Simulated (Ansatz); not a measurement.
**Lu: one contact scaled**

An exercise on one series of results from a longer session: the logs are not shown, and one member is left open.

Program: Ansatz 0.2.0. Level of theory: DFT PBE, with the methods named in each step. These are calculated values, not measurements.

1 further run of the same task is left out (it didn't finish). Runs told in other sessions of the task aren't counted.

### Starting point

It takes space group Fd-3m (No. 227, cubic). Conventional cell: a = 6.632 Å, b = 6.632 Å, c = 6.632 Å, α = 90.00°, β = 90.00°, γ = 90.00°. Around Lu (site symmetry -43m) lie 4 Lu at 2.87 Å.

Coordinates:

```xyz
2
Lattice="0.0000 3.3160 3.3160 3.3160 0.0000 3.3160 3.3160 3.3160 0.0000" Properties=species:S:1:pos:R:3 pbc="T T T"
Lu   -0.8290   -0.8290   -0.8290
Lu    0.8290    0.8290    0.8290
```

Atoms are numbered in the order of the input: Lu1, Lu2.

The first run:

input.yaml

```yaml
crystal:
  lattice:
    - [0.0, 3.3160452135, 3.3160452135]
    - [3.3160452135, 0.0, 3.3160452135]
    - [3.3160452135, 3.3160452135, 0.0]
  atoms:
    - { symbol: Lu, position: [-0.125, -0.125, -0.125] }
    - { symbol: Lu, position: [0.125, 0.125, 0.125] }
kpoints:
  mp_grid: { grid: [8, 8, 8] }
scf:
  occupations: { method: fermi_dirac, width: 0.05 }
hamiltonian:
  xc: pbe
  pseudopotentials: { kind: all_electron, lapw: { basis_error: 0.001 } }
output:
  forces: true
  stress: true
  eigenvalues: true
  populations: true
```

Started as:

```bash
$ ansatz run input.yaml --threads 1 --pin off --max-ram 2048MiB --backend cpu --events-out ev --progress --plain --runs-dir out
```

Steps of the session up to this table: The bond as given, LAPW; Shortest bond scaled by 1, norm-conserving; Shortest bond scaled by 0.88, LAPW; Shortest bond scaled by 0.82, LAPW; Shortest bond scaled by 0.76, LAPW; Shortest bond scaled by 0.58, norm-conserving.

One table of the session follows, with a row left open; its other results are not shown here.

```
              method  length (Å)  F from the given length (eV/cell)  force along the bond (eV/Å)  pressure (GPa)  largest force (eV/Å)
                LAPW       2.183                              1.741                        7.109            8.37                 7.109
                LAPW       2.355                              0.813                        3.992            5.53                 3.992
                LAPW       2.527                              0.298                        2.096            4.84                 2.096
                LAPW       2.872                              0.000                        0.000            4.44                 0.000
                 PAW       1.666                             14.620                       61.121           66.66                61.121
                 PAW       2.183                                  ?                            ?               ?                     ?
                 PAW       2.355                              0.814                        4.000            5.53                 4.000
                 PAW       2.527                              0.299                        2.098            4.84                 2.098
                 PAW       2.872                              0.000                        0.000            4.44                 0.000
PAW (cutoff 1000 eV)       1.666                                  –                       60.531           65.94                60.531
     norm-conserving       1.666                             13.753                       55.764           60.03                55.764
     norm-conserving       2.872                              0.000                        0.000            4.43                 0.000
```

Estimate the missing values for PAW, 2.183.

**Answer.** F from the given length (eV/cell): 1.745; force along the bond (eV/Å): 7.150; pressure (GPa): 8.42; largest force (eV/Å): 7.150.
